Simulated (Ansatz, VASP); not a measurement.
Two plane-wave programs on AlN

```xyz
4
Lattice="3.1067 0.0000 0.0000 -1.5533 2.6905 0.0000 0.0000 0.0000 4.9785" Properties=species:S:1:pos:R:3 pbc="T T T"
Al    0.0000    1.7937   -0.0040
Al    1.5533    0.8968    2.4853
N     0.0000    1.7937    1.8958
N     1.5533    0.8968    4.3851
```

Alike in both runs: functional r2SCAN; k mesh 12 × 12 × 6; occupations fermi-dirac, width 0.1 eV; no spin polarisation.

Ansatz relaxed the structure, and its values are those at the end. VASP's run is a single point on that final structure, the one shown.

|  | VASP | Ansatz |
| --- | --- | --- |
| version | VASP 6.6.1 | Ansatz 0.2.0 |
| potentials or method | VASP PAW PBE potentials, release 64 (Al, N) | PAW with Ansatz's default frozen-core files, scalar-relativistic |
| plane-wave cutoff (eV) | 520 | 500 |
| valence electrons in the cell | 16 | 16 |

VASP gave:

| Property | Result |
| --- | --- |
| gap on the k mesh at the Fermi level (eV) | 4.92 |
| pressure (GPa) | -0.4 |

Question: Estimate Ansatz's values.

Answer: gap on the k mesh at the Fermi level (eV): 4.88; pressure (GPa): 0.0.

With one functional, cell and mesh, what is left measures potentials, basis and numerics.

Caveats: the PAW data sets were made with another functional, which shifts forces and pressure a little (VASP). A k mesh can miss the band edges.
